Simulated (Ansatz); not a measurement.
**Cu2O — ⁶³Cu NMR of the central transition**

Cell: a Materials Project structure (computed, not necessarily an observed phase), taken as it stands.

Space group Pn-3m:1 (No. 224); a = 4.2467 Å.

```
site  Wyckoff  site symmetry       x       y       z
  Cu       4c           .-3m  0.2500  0.2500  0.7500
   O       2a           -43m  0.5000  0.5000  0.5000
```

One atom of each set is listed.

Level of theory: DFT, r2SCAN, plane waves and PAW, scalar-relativistic, 500 eV cutoff, Γ-centred 6×6×6 k-points, Fermi–Dirac smearing 0.02 eV (Ansatz 0.2.0).

⁶³Cu has I = 3/2 and Q = -220.0 mb (Pyykkö 2018); at 14.1 T its Larmor frequency is ν₀ = 159.3 MHz. Only the quadrupole interaction is simulated: positions count from each site's isotropic chemical shift, and shift anisotropy, dipolar and J coupling are left out.

Simulated pattern of one Cu site (static powder, Gaussian broadening 40 kHz):

```tsv
offset (kHz)	height
-1056.3	0
-1012.9	1
-969.4	66
-926.0	100
-882.6	61
-839.2	48
-795.8	41
-752.4	37
-708.9	34
-665.5	32
-622.1	30
-578.7	29
-535.3	28
-491.8	27
-448.4	26
-405.0	26
-361.6	25
-318.2	24
-274.7	24
-231.3	24
-187.9	24
-144.5	24
-101.1	23
-57.6	24
-14.2	23
29.2	19
72.6	19
116.0	20
159.4	20
202.9	21
246.3	23
289.7	24
333.1	26
376.5	29
420.0	34
463.4	43
506.8	71
550.2	47
593.6	1
637.1	0
```

(1) Which |C_Q| and η does the pattern imply?

## Answers

(1) The pattern spans 1497 kHz before broadening and its centre of gravity is at -287 kHz, which fixes P_Q; the places of the horns and steps fix η. That gives P_Q = 42.8 MHz, |C_Q| = 42.8 MHz and η = 0.00. The sign of C_Q can't be read from the pattern.

An axis of threefold or higher order runs through Cu, so V_zz lies along it and η is zero.

Semilocal functionals underestimate gradients at Cu(I) with two or three neighbours, in Cu₂O by a fifth to nearly a half.
